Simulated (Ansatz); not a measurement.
# BaTiO3 (R3m) in Ansatz: reference runs

Reference runs on BaTiO3: the cell as given and a disturbed copy.

All numbers are computed with Ansatz 0.2.0; they aren't measurements. Logs are shortened: lines on timing, memory, paths and dates and some standing lists are left out, and cuts for length are marked.

## 1. Starting point

The structure is trigonal, space group R3m (No. 160). The conventional cell has a = 5.655 Å, b = 5.655 Å, c = 6.955 Å, α = 90.00°, β = 90.00°, γ = 120.00°. Around Ba (site symmetry 3m) lie 12 O at 2.79 to 2.89 Å. Around Ti (site symmetry 3m) lie 6 O at 1.87 to 2.14 Å. Around O (site symmetry m) lie 2 Ti at 1.87 to 2.14 Å.

## 2. Single point, PBEsol

input.yaml

```yaml
crystal:
  lattice:
    - [2.8273666084, 1.6323808724, 2.3183934932]
    - [-2.8273666084, 1.6323808724, 2.3183934932]
    - [0.0, -3.2647617449, 2.3183934932]
  atoms:
    - { symbol: Ba, position: [0.0, 0.0, 0.0] }
    - { symbol: Ti, position: [0.4845, 0.4845, 0.4845] }
    - { symbol: O, position: [0.5086, 0.0175, 0.5086] }
    - { symbol: O, position: [0.0175, 0.5086, 0.5086] }
    - { symbol: O, position: [0.5086, 0.5086, 0.0175] }
kpoints:
  mp_grid: { grid: [7, 7, 7] }
scf:
  occupations: { method: fermi_dirac, width: 0.05 }
hamiltonian:
  xc: pbesol
  pseudopotentials: { kind: all_electron, lapw: { basis_error: 0.001 } }
output:
  forces: true
  stress: true
  eigenvalues: true
  populations: true
```

Potentials or basis: all-electron LAPW, scalar-relativistic.

On the command line:

```console
> ansatz run input.yaml --threads 4 --pin off --max-ram 12288MiB --backend cpu --events-out ev --progress --plain --runs-dir out
```

Log:

```text
Warning: RAYON_NUM_THREADS=4 ignored (pool sized by the plan → 4); use --threads N
Ba: projections on atomic orbitals take those of the free atom 1s2 2s2 2p6 3s2 3p6 3d10 4s2 4p6 4d10 5s2 5p6 6s2, of charge +0.00 (hamiltonian.pseudopotentials.projection_atoms)
Ti: projections on atomic orbitals take those of the free atom 1s2 2s2 2p6 3s2 3p6 3d2 4s2, of charge +0.00 (hamiltonian.pseudopotentials.projection_atoms)
O: projections on atomic orbitals take those of the free atom 1s2 2s2 2p4, of charge +0.00 (hamiltonian.pseudopotentials.projection_atoms)
LAPW: plane waves up to 10.756 Å⁻¹, error target 1.0e-3 eV per atom; small_component_spin mean_spin; O in spheres of 0.874 Å, 8 of its electrons in bands, Dirac shells []; Ti in spheres of 1.001 Å, 20 of its electrons in bands, Dirac shells []; Ba in spheres of 1.099 Å, 28 of its electrons in bands, Dirac shells [] (how accurate: hamiltonian.pseudopotentials.lapw.basis_error, Limitations)
Engine: ansatz 0.2.0, x86_64-unknown-linux-gnu
Pseudopotentials: kind: all_electron
Pseudopotential: Ba, LAPW, valence charge 28, lapw/all_electron/scalar/gaussian/Ba, Koelling and Harmon's equation, gaussian nucleus
Pseudopotential: Ti, LAPW, valence charge 20, lapw/all_electron/scalar/gaussian/Ti, Koelling and Harmon's equation, gaussian nucleus
Pseudopotential: O, LAPW, valence charge 8, lapw/all_electron/scalar/gaussian/O, Koelling and Harmon's equation, gaussian nucleus
Functional definition: PBEsol
  exchange = pbesol_x
  correlation = pbesol_c
Crystal: 5 atoms, lattice volume = 64.201 Å³
Basis set: ecut = 440.74960047963856 eV, 1357 PW (Γ), exchange–correlation at level 2
Bands: 44, of which v1, the nominal top of the filled ones, is band 36 counted from 1 (35 counted from 0)
Symmetry: 6 space group operations
Space group: R3m (ITA 160), of the structure as read, at distance tolerance 4.0e-5 Å
k-points: 44 of 343 (time reversal used)
Non-local potential: Ba, projectors of the file, none
Non-local potential: Ti, projectors of the file, none
Non-local potential: O, projectors of the file, none
Initial density: superposition of atomic densities (chi_scale 0.1, normalization cell, long waves kept (reshape's long-wave potential 0.00 eV rms))
Initial wavefunctions: plane waves of lowest kinetic energy (no species holds an atomic orbital)
Functional: x = pbesol(κ = 0.804, μ = 0.12345679012345678), c = pbesol(β = 0.046)
iter 1 solved again at ethr=1.93e-2 eV; its pass at ethr=1.00e-1 eV (dr2=1.39e1 eV) is discarded
SCF iter   1: F=—  HF=-250632.570591 eV  |F-HF|=—  |Δ(HF+E_count)|=         —  Δρ=1.35e-1  dr2=1.39e1  ethr=1.93e-2  ⟨swp⟩=2.0  Hψ=12589  notcnv=0
preconditioner: auto → Resta (q_TF=auto, 2.781 Å⁻¹)  ε∞=3.3  [insulator: Δε(μ)=6.234 eV  Ē_g=18.776 eV  σ=0.050 eV  W_gap=1.00  n_scr=26 (ndim 8)  ℏωp=28.6 eV  f_vac=0.000  D(μ)=0.00/eV (n_scr^D=0)  ε∞_Penn≈3.3]
SCF iter   2: F=—  HF=-250628.849666 eV  |F-HF|=—  |Δ(HF+E_count)|=    3.72e0  Δρ=8.29e-2  dr2=5.94e0  ethr=1.93e-2  ⟨swp⟩=3.1  Hψ=6637  notcnv=0
SCF iter   3: F=—  HF=-250627.133034 eV  |F-HF|=—  |Δ(HF+E_count)|=    1.72e0  Δρ=4.31e-2  dr2=1.50e0  ethr=8.25e-3  ⟨swp⟩=3.0  Hψ=6054  notcnv=0
SCF iter   4: F=—  HF=-250626.796780 eV  |F-HF|=—  |Δ(HF+E_count)|=         —  Δρ=1.45e-2  dr2=1.66e-1  ethr=2.08e-3  ⟨swp⟩=3.0  Hψ=6348  notcnv=0
the basis was enlarged: its passes take 706.4 KiB over the memory plan, 4 of 4 planned eigensolver slots
SCF iter   5: F=—  HF=-250626.820755 eV  |F-HF|=—  |Δ(HF+E_count)|=   2.40e-2  Δρ=1.17e-2  dr2=1.28e-1  ethr=2.30e-4  ⟨swp⟩=3.0  Hψ=6382  notcnv=0
iter 6 solved again at ethr=1.64e-5 eV; its pass at ethr=1.78e-4 eV (dr2=1.18e-2 eV) is discarded
SCF iter   6: F=—  HF=-250626.784293 eV  |F-HF|=—  |Δ(HF+E_count)|=   3.65e-2  Δρ=3.61e-3  dr2=1.18e-2  ethr=1.64e-5  ⟨swp⟩=2.0  Hψ=9967  notcnv=0
SCF iter   7: F=—  HF=-250626.780422 eV  |F-HF|=—  |Δ(HF+E_count)|=   3.87e-3  Δρ=4.55e-4  dr2=1.87e-4  ethr=1.64e-5  ⟨swp⟩=2.0  Hψ=6004  notcnv=0
SCF iter   8: F=—  HF=-250626.780388 eV  |F-HF|=—  |Δ(HF+E_count)|=   3.36e-5  Δρ=4.62e-5  dr2=2.22e-6  ethr=2.59e-7  ⟨swp⟩=2.0  Hψ=5896  notcnv=0
SCF iter   9: F=—  HF=-250626.780388 eV  |F-HF|=—  |Δ(HF+E_count)|=   2.41e-7  Δρ=3.05e-5  dr2=9.83e-7  ethr=3.08e-9  ⟨swp⟩=3.0  Hψ=6095  notcnv=0
SCF iter  10: F=—  HF=-250626.780388 eV  |F-HF|=—  |Δ(HF+E_count)|=   2.12e-7  Δρ=1.27e-5  dr2=1.25e-7  ethr=1.37e-9  ⟨swp⟩=2.0  Hψ=5897  notcnv=0
SCF iter  11: F=-250626.780388 eV  HF=-250626.780388 eV  |F-HF|=1.09e-8  |Δ(HF+E_count)|=   2.77e-8  Δρ=3.54e-6  dr2=8.80e-9  ethr=1.74e-10  ⟨swp⟩=2.0  Hψ=5896  notcnv=0
SCF 1 converged in 11 iterations: F = -250626.780388 eV  dr2 = 8.80e-9
SCF converged after 11 iterations
Free energy (F): -250626.780388 eV
Harris-Foulkes:  -250626.780388 eV  (|F-HF|=1.09e-8)
Internal energy: -250626.780388 eV  (E = F + TS)
E sigma→0 (E₀):  -250626.780388 eV
Fermi energy:    13.244329 eV
--- Per-component energies (eV) ---
  E_band       = -8673.430092
  E_kinetic    = 265313.349516
  E_xc         = -7107.905835
  E_electrostatic = -508832.224069  (all electrons and nuclei)
  E_smearing   = -0.000000  (= −TS)
  E_closure    = 0.000000  (closes the sum)
  E_atoms      = -250585.672184  (free atoms, spherical and without spin; not in F)
  Σ components = -250626.780388   (vs F -250626.780388, Δ=0.00e0)
  Basis errors (estimates in eV, not in F): energy 5.6e-4 per atom: plane waves 5.2e-4 (3.0e-4 summed), levels above the bands 9.6e-66, relativity 6.3e-8, radial functions 4.1e-5, core shells 1.8e-7; eigenvalues (radial functions only) 5.2e-6; not estimated: angular momenta, meshes, grids; target (lapw.basis_error) 1.0e-3; muffin-tin radii O 0.874 Å, Ti 1.001 Å, Ba 1.099 Å
--- Forces (eV/Å), atoms counted from 1 ---
  atom   1  Ba    -0.00000000     0.00000000    -0.14390471
  atom   2  Ti     0.00000000    -0.00000000     0.06592505
  atom   3  O      0.05368304    -0.03099392     0.02599341
  atom   4  O     -0.05368304    -0.03099392     0.02599341
  atom   5  O     -0.00000000     0.06198784     0.02599341
  max |Σ_I F_I| component: 5.85e-7 eV/Å
--- Stress (GPa, compression-positive) ---
       -1.212799      -0.000000       0.000000
       -0.000000      -1.212799       0.000000
        0.000000       0.000000      -1.320841
  P = ⅓ Tr σ = -1.2488 GPa (-12.488 kbar)
--- Band table (eV; the first three rows and the last of 44) ---
  k-point 0: bands = ["-518.0938", "-490.0605", "-490.0605", "-490.0605", "-425.7027", "-425.6928", "-425.6928", "-221.7904", "-159.0093", "-159.0079", "-159.0079", "-67.9432", "-67.9432", "-67.9418", "-67.9406", "-67.9406", "-43.8958", "-20.2836", "-20.2836", "-20.2762", "-12.5429", "-4.6586", "-3.9810", "-3.9810", "2.2646", "2.2646", "2.2677", "9.8437", "9.8446", "9.8446", "10.7005", "10.7005", "10.9369", "11.5415", "11.6794", "11.6794", "14.4268", "14.4268", "14.5795", "16.6175", "16.6175", "17.0918", "17.0918", "19.2997"]
  k-point 1: bands = ["-518.0938", "-490.0605", "-490.0605", "-490.0605", "-425.7027", "-425.6928", "-425.6928", "-221.7904", "-159.0093", "-159.0079", "-159.0079", "-67.9432", "-67.9432", "-67.9418", "-67.9406", "-67.9406", "-43.8956", "-20.2924", "-20.2832", "-20.2774", "-12.5202", "-4.6725", "-3.9746", "-3.9652", "2.2955", "2.2980", "2.3471", "9.4979", "9.7839", "9.7934", "10.4832", "10.5115", "10.8116", "11.2117", "11.5885", "11.6182", "14.4646", "14.7387", "14.7390", "16.6147", "17.1008", "17.4609", "17.4710", "19.7925"]
  k-point 2: bands = ["-518.0938", "-490.0605", "-490.0605", "-490.0605", "-425.7027", "-425.6928", "-425.6928", "-221.7904", "-159.0093", "-159.0079", "-159.0079", "-67.9432", "-67.9431", "-67.9418", "-67.9406", "-67.9406", "-43.8951", "-20.3151", "-20.2822", "-20.2770", "-12.4683", "-4.7674", "-3.9601", "-3.8527", "2.3671", "2.3715", "2.5269", "8.7737", "9.5844", "9.6002", "10.1597", "10.2148", "10.5421", "10.7071", "11.3326", "11.3986", "14.5328", "15.2960", "15.3880", "16.6054", "17.8308", "18.3022", "18.4377", "20.4883"]
  k-point 43: bands = ["-518.0938", "-490.0605", "-490.0605", "-490.0605", "-425.7027", "-425.6928", "-425.6928", "-221.7904", "-159.0093", "-159.0079", "-159.0079", "-67.9431", "-67.9431", "-67.9418", "-67.9406", "-67.9406", "-43.8928", "-20.3299", "-20.3297", "-20.3219", "-12.2836", "-3.8545", "-3.7797", "-3.7709", "1.5942", "1.5945", "1.7098", "7.7854", "8.4599", "8.4734", "9.5025", "9.6855", "9.7332", "11.8931", "11.8991", "11.9682", "16.3347", "16.4885", "16.4886", "18.7786", "18.8450", "19.2299", "20.1213", "20.1641"]
--- Löwdin populations: 5 sites ---
  site symbol       q [e]
     0     Ba     54.2142
     1     Ti     20.8218
     2      O      8.8653
     3      O      8.8653
     4      O      8.8653
  spilling = 0.003608 (of n_electrons = 102.000000)
```

populations.tsv:

```text
# site	symbol	l	j	q
# orbitals = lowdin
# n_electrons = 102.000000
# spilling = 0.003608
# projection_atom_Ba: 1s2 2s2 2p6 3s2 3p6 3d10 4s2 4p6 4d10 5s2 5p6 6s2
# projection_atom_Ti: 1s2 2s2 2p6 3s2 3p6 3d2 4s2
# projection_atom_O: 1s2 2s2 2p4
0	Ba	0_1S	-	1.999999
0	Ba	0_2S	-	1.999979
0	Ba	0_3S	-	1.999703
0	Ba	0_4S	-	1.996560
0	Ba	0_5S	-	1.941477
0	Ba	0_6S	-	0.328209
0	Ba	1_2P	-	6.000000
0	Ba	1_3P	-	5.999992
0	Ba	1_4P	-	5.999582
0	Ba	1_5P	-	5.948772
0	Ba	2_3D	-	9.999999
0	Ba	2_4D	-	9.999886
1	Ti	0_1S	-	1.999975
1	Ti	0_2S	-	1.998537
1	Ti	0_3S	-	1.958528
1	Ti	0_4S	-	0.463638
1	Ti	1_2P	-	5.999969
1	Ti	1_3P	-	5.987070
1	Ti	2_3D	-	2.414115
2	O	0_1S	-	1.998512
2	O	0_2S	-	1.798023
2	O	1_2P	-	5.068807
3	O	0_1S	-	1.998512
3	O	0_2S	-	1.798023
3	O	1_2P	-	5.068807
4	O	0_1S	-	1.998512
4	O	0_2S	-	1.798023
4	O	1_2P	-	5.068807
```

Wall time 32 s (4 threads of Intel Xeon Platinum 8375C at 2.90GHz (Ice Lake), shared host); peak memory 0.71 GiB.

Results:

```yaml
Free_energy: -250626.7804 eV
Pressure: -1.2 GPa
Largest_force: 0.144 eV/Å
Band_gap_on_the_k_mesh: 2.45 eV, indirect (least direct gap 2.75 eV)
Loewdin_charges: Ba +1.79; Ti +1.18; O -0.87 e
```

Forces on the atoms (eV/Å):
```
Ba   0.000  0.000 -0.144
Ti   0.000  0.000  0.066
O    0.054 -0.031  0.026
O   -0.054 -0.031  0.026
O    0.000  0.062  0.026
```

Stress tensor (GPa, compression positive):
```
-1.21  0.00  0.00
 0.00 -1.21  0.00
 0.00  0.00 -1.32
```

Caveat: the atomic charges don't sum to the cell's charge; spin-orbit coupling is left out, which moves the levels of the heavy elements; an odd mesh through Γ misses points on the zone boundary, where band edges often lie.

## 3. Single point, PBEsol (atoms moved at random, drawn with an rms of 0.05 Å)

input.yaml

```yaml
crystal:
  lattice:
    - [2.8273666084, 1.6323808724, 2.3183934932]
    - [-2.8273666084, 1.6323808724, 2.3183934932]
    - [0.0, -3.2647617449, 2.3183934932]
  atoms:
    - { symbol: Ba, position: [-0.012677, -0.007979, 0.007118] }
    - { symbol: Ti, position: [0.483124, 0.472588, 0.482033] }
    - { symbol: O, position: [0.510502, 0.00929, 0.516531] }
    - { symbol: O, position: [0.021182, 0.520255, 0.513586] }
    - { symbol: O, position: [0.510776, 0.51392, 0.01422] }
kpoints:
  mp_grid: { grid: [7, 7, 7] }
scf:
  occupations: { method: fermi_dirac, width: 0.05 }
hamiltonian:
  xc: pbesol
  pseudopotentials: { kind: all_electron, lapw: { basis_error: 0.001 } }
output:
  forces: true
  stress: true
  eigenvalues: true
  populations: true
```

Potentials or basis: all-electron LAPW, scalar-relativistic.

On the command line:

```console
> ansatz run input.yaml --threads 4 --pin off --max-ram 12288MiB --backend cpu --events-out ev --progress --plain --runs-dir out
```

Log:

```text
Warning: RAYON_NUM_THREADS=4 ignored (pool sized by the plan → 4); use --threads N
Ba: projections on atomic orbitals take those of the free atom 1s2 2s2 2p6 3s2 3p6 3d10 4s2 4p6 4d10 5s2 5p6 6s2, of charge +0.00 (hamiltonian.pseudopotentials.projection_atoms)
Ti: projections on atomic orbitals take those of the free atom 1s2 2s2 2p6 3s2 3p6 3d2 4s2, of charge +0.00 (hamiltonian.pseudopotentials.projection_atoms)
O: projections on atomic orbitals take those of the free atom 1s2 2s2 2p4, of charge +0.00 (hamiltonian.pseudopotentials.projection_atoms)
LAPW: plane waves up to 10.822 Å⁻¹, error target 1.0e-3 eV per atom; small_component_spin mean_spin; O in spheres of 0.868 Å, 8 of its electrons in bands, Dirac shells []; Ti in spheres of 0.994 Å, 20 of its electrons in bands, Dirac shells []; Ba in spheres of 1.094 Å, 28 of its electrons in bands, Dirac shells [] (how accurate: hamiltonian.pseudopotentials.lapw.basis_error, Limitations)
[... 3 set-up lines as earlier in the session ...]
[... 64 lines left out ...]
  k-point 2: bands = ["-518.0526", "-490.0959", "-490.0745", "-490.0608", "-425.6660", "-425.6529", "-425.6490", "-221.7668", "-158.9861", "-158.9844", "-158.9843", "-67.9204", "-67.9199", "-67.9190", "-67.9175", "-67.9172", "-43.8662", "-20.2817", "-20.2661", "-20.2531", "-12.4563", "-4.7827", "-3.9533", "-3.8486", "2.3779", "2.3817", "2.5367", "8.7796", "9.5303", "9.5800", "10.1867", "10.2169", "10.4774", "10.6847", "11.2347", "11.3118", "14.7823", "15.2898", "15.4687", "16.7459", "17.8296", "18.2945", "18.4212", "20.5237"]
  k-point 171: bands = ["-518.0526", "-490.0959", "-490.0745", "-490.0608", "-425.6660", "-425.6529", "-425.6490", "-221.7668", "-158.9861", "-158.9844", "-158.9843", "-67.9204", "-67.9199", "-67.9190", "-67.9175", "-67.9172", "-43.8654", "-20.3138", "-20.2685", "-20.2528", "-12.3840", "-4.7139", "-3.9124", "-3.7999", "2.2538", "2.4232", "2.6212", "8.1830", "8.9516", "9.3784", "9.5323", "9.7204", "10.4203", "10.8481", "11.0718", "11.1490", "15.1769", "15.7406", "15.9534", "17.3630", "18.5509", "19.4070", "19.8952", "20.9169"]
--- Löwdin populations: 5 sites ---
  site symbol       q [e]
     0     Ba     54.2132
     1     Ti     20.8270
     2      O      8.8588
     3      O      8.8613
     4      O      8.8701
  spilling = 0.003623 (of n_electrons = 102.000000)
```

populations.tsv:

```text
# site	symbol	l	j	q
# orbitals = lowdin
# n_electrons = 102.000000
# spilling = 0.003623
# projection_atom_Ba: 1s2 2s2 2p6 3s2 3p6 3d10 4s2 4p6 4d10 5s2 5p6 6s2
# projection_atom_Ti: 1s2 2s2 2p6 3s2 3p6 3d2 4s2
# projection_atom_O: 1s2 2s2 2p4
0	Ba	0_1S	-	1.999999
0	Ba	0_2S	-	1.999978
0	Ba	0_3S	-	1.999701
0	Ba	0_4S	-	1.996542
0	Ba	0_5S	-	1.941044
0	Ba	0_6S	-	0.329577
0	Ba	1_2P	-	6.000000
0	Ba	1_3P	-	5.999992
0	Ba	1_4P	-	5.999578
0	Ba	1_5P	-	5.946915
0	Ba	2_3D	-	9.999999
0	Ba	2_4D	-	9.999884
1	Ti	0_1S	-	1.999975
1	Ti	0_2S	-	1.998540
1	Ti	0_3S	-	1.958645
1	Ti	0_4S	-	0.462058
1	Ti	1_2P	-	5.999968
1	Ti	1_3P	-	5.986685
1	Ti	2_3D	-	2.421172
2	O	0_1S	-	1.998505
2	O	0_2S	-	1.799195
2	O	1_2P	-	5.061105
3	O	0_1S	-	1.998514
3	O	0_2S	-	1.799301
3	O	1_2P	-	5.063466
4	O	0_1S	-	1.998529
4	O	0_2S	-	1.799777
4	O	1_2P	-	5.071834
```

Run time: 2.1 min. Hardware: 4 threads of Intel Xeon Platinum 8375C at 2.90GHz (Ice Lake), shared host; peak memory 1.6 GiB.

What came out:

```
Free energy            : -250626.7372 eV
Pressure               : -1.0 GPa
Largest force          : 0.494 eV/Å
Band gap on the k mesh : 2.57 eV, indirect (least direct gap 2.95 eV)
Loewdin charges        : Ba +1.79; Ti +1.17; O -0.86, -0.87 e
```

Forces in eV/Å, atoms in the order of the input:
```
Ba   0.202  0.274 -0.058
Ti  -0.307 -0.102  0.374
O   -0.326  0.347  0.123
O    0.200 -0.123 -0.418
O    0.232 -0.396 -0.020
```

Caveat: the atomic charges don't sum to the cell's charge; spin-orbit coupling is left out, which moves the levels of the heavy elements; an odd mesh through Γ misses points on the zone boundary, where band edges often lie.
